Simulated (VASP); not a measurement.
**Al: single point with PBE+D3(BJ)**

Slab: Al, a slab with vacuum.

```xyz
9
Lattice="2.8148 0.0000 0.0000 -1.4074 9.5579 0.0000 0.0000 0.0000 18.7141" Properties=species:S:1:pos:R:3 pbc="T T T"
Al    1.4074    0.6217    7.0000
Al    1.4074    3.2702    7.9821
Al    0.0000    5.7115    8.1785
Al    1.4074    8.1528    8.3749
Al    0.0014    1.2040    9.4001
Al   -0.0010    3.8024   10.5106
Al    1.3956    6.2429   10.6593
Al   -0.0113    8.6565   10.8404
Al    1.4176    1.6677   11.8043
```

The slab is cut from a database's or a generator's crystal, which needn't be the stable form of the element.

The cell isn't the ideal one: clean slab, lower half held.

```yaml
Program: VASP 6.6.1
Task: single point
Functional: PBE
Dispersion: D3(BJ)
Potentials_or_basis: VASP PAW PBE potentials, release 64 (Al)
Cutoff: 520 eV
k_mesh: 10 × 3 × 1
Occupations: gaussian, width 0.1 eV
Spin: no spin polarisation
Dipole_correction: yes
Further_INCAR_settings: ALGO = Fast; EDIFF = 1e-06; NBANDS = 24; ISYM = 0
```

```json
{"Largest force": "0.206 eV/Å", "Band gap on the k mesh": "none (metal or under the smearing width)", "Dispersion energy per atom": "-0.199 eV", "Work function of the upper face": "4.13 eV", "Work function of the lower face": "4.14 eV"}
```

Forces on the atoms (eV/Å):
```
Al  -0.003  0.206  0.008
Al   0.004  0.005  0.059
Al   0.004 -0.077  0.021
Al  -0.006 -0.127 -0.093
Al   0.001 -0.003  0.001
Al   0.001 -0.001 -0.003
Al   0.002 -0.006  0.003
Al  -0.001  0.006 -0.003
Al   0.000 -0.004  0.007
```

Levels at points of the mesh, in eV from the Fermi level:
| k point | band 10 | band 11 | band 12 | band 13 | band 14 | band 15 | band 16 | band 17 |
| --- | --- | --- | --- | --- | --- | --- | --- | --- |
| (0.00, 0.00, 0.00) | -2.46 | -2.09 | -1.77 | -1.58 | -1.10 | 0.82 | 1.84 | 1.89 |
| (0.50, 0.00, 0.00) | -2.26 | -1.01 | -0.92 | -0.60 | -0.53 | -0.26 | 0.06 | 1.26 |

It took 2.7 min on 1 thread of Intel(R) Xeon(R) 6975P-C (Granite Rapids) (shared host), peak memory 0.58 GiB.
